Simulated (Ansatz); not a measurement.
Write the native input for Ansatz 0.2.0 that does the following.

- Task: band structure
- Functional: PBE
- Potentials or basis: Ansatz PAW
- Cutoff: 420 eV (not typed: the program's choice for these potentials)
- k mesh: 10 × 10 × 8
- Occupations: fermi-dirac, width 0.05 eV
- Spin: no spin polarisation
- Path: [["G", "M", "K", "G", "A", "L", "H", "A"], ["L", "M"], ["K", "H"]]
- Points for each segment of the path: 14

MoP:

```
CELL_PARAMETERS angstrom
3.22300 0.00000 0.00000
-1.61150 2.79120 0.00000
0.00000 0.00000 3.19100
ATOMIC_POSITIONS crystal
Mo 0.00000 0.00000 0.00000
P 0.33333 0.66667 0.50000
```

These files were run (other wordings do the same):

input.yaml

```yaml
crystal:
  lattice:
    - [3.223, 0.0, 0.0]
    - [-1.6115, 2.7911998764, 0.0]
    - [0.0, 0.0, 3.191]
  atoms:
    - { symbol: Mo, position: [0.0, 0.0, 0.0] }
    - { symbol: P, position: [0.3333333333, 0.6666666667, 0.5] }
hamiltonian:
  xc: pbe
  pseudopotentials: { kind: paw }
kpoints:
  mp_grid: { grid: [10, 10, 8] }
  band_path:
    path:
      - [[0.0, 0.0, 0.0], [0.5, 0.0, 0.0], [0.3333333333, 0.3333333333, 0.0], [0.0, 0.0, 0.0], [0.0, 0.0, 0.5], [0.5, 0.0, 0.5], [0.3333333333, 0.3333333333, 0.5], [0.0, 0.0, 0.5]]
      - [[0.5, 0.0, 0.5], [0.5, 0.0, 0.0]]
      - [[0.3333333333, 0.3333333333, 0.0], [0.3333333333, 0.3333333333, 0.5]]
    npoints: 14
scf:
  occupations: { method: fermi_dirac, width: 0.05 }
  n_extra_bands: 6
output:
  forces: true
  stress: true
  eigenvalues: true
  fatbands: false
  write_density: true
  write_potential: true
  elf: true
  volumetric_format: npy
```

Potentials or basis: Ansatz PAW.

Command:

```bash
$ ansatz run input.yaml --threads 2 --pin off --max-ram 5632MiB --backend cpu --events-out ev --progress --plain --runs-dir out
```

It gave:

```yaml
Pressure: 2.6 GPa
Band_gap_on_the_k_mesh: none (metal or under the smearing width)
```

Wall time 2.9 s on 2 threads of Arm Neoverse V2, with other jobs on the host, peak memory 0.32 GiB.
